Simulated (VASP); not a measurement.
A run of VASP 6.6.1:

The input INCAR:

```
PREC     = Accurate       # precision mode
ENCUT    = 520            # plane-wave cutoff, eV
EDIFF    = 1E-6           # SCF threshold, eV
ISMEAR   = 0              # smearing method
SIGMA    = 0.05           # smearing width, eV
LREAL    = F              # projectors in reciprocal space
LASPH    = T              # aspherical terms in the spheres
NELM     = 100            # most SCF steps
ALGO     = Normal         # electronic algorithm
ISIF     = 2              # what is computed and relaxed
LWAVE    = F              # write WAVECAR
LCHARG   = F              # write CHGCAR
ISPIN    = 2              # spin polarisation
MAGMOM   = 1 0 0          # initial moments
LORBIT   = 11             # projections on sites
LMAXMIX  = 4              # l up to which the mixer works
LDAU     = T              # DFT+U
LDAUTYPE = 2            
LDAUL    = 2 -1           # shell
LDAUU    = 3 0            # U, eV
LDAUJ    = 0 0          
LDAUPRINT= 1            
GGA      = PS             # functional
```

The input KPOINTS:

```
regular mesh
0
Gamma
  6 6 4
```

POSCAR

```
RuS2
1.0
    3.5211794000      0.0000000000      0.0000000000
   -1.7605897000      3.0494308100      0.0000000000
    0.0000000000      0.0000000000      5.6803931900
Ru S
1 2
Direct
    0.0000000000      0.0000000000      0.0000000000
    0.3333333333      0.6666666667      0.2520000000
    0.6666666667      0.3333333333      0.7480000000
```

Potentials or basis: VASP PAW PBE potentials, release 64 (Ru_pv, S).

Launch:

```bash
$ cat potpaw_PBE.64/Ru_pv/POTCAR potpaw_PBE.64/S/POTCAR > POTCAR
$ mpirun -np 1 vasp_std > vasp.out
```

Hardware: 1 thread of AMD EPYC 9R45 (Zen 5) (shared host).

Question: Estimate the wall time of this run.

Answer: Run time: 36 s on 1 thread of AMD EPYC 9R45 (Zen 5), with other jobs on the host, peak memory 0.18 GiB. Counts: scf iterations 18, k points 24.
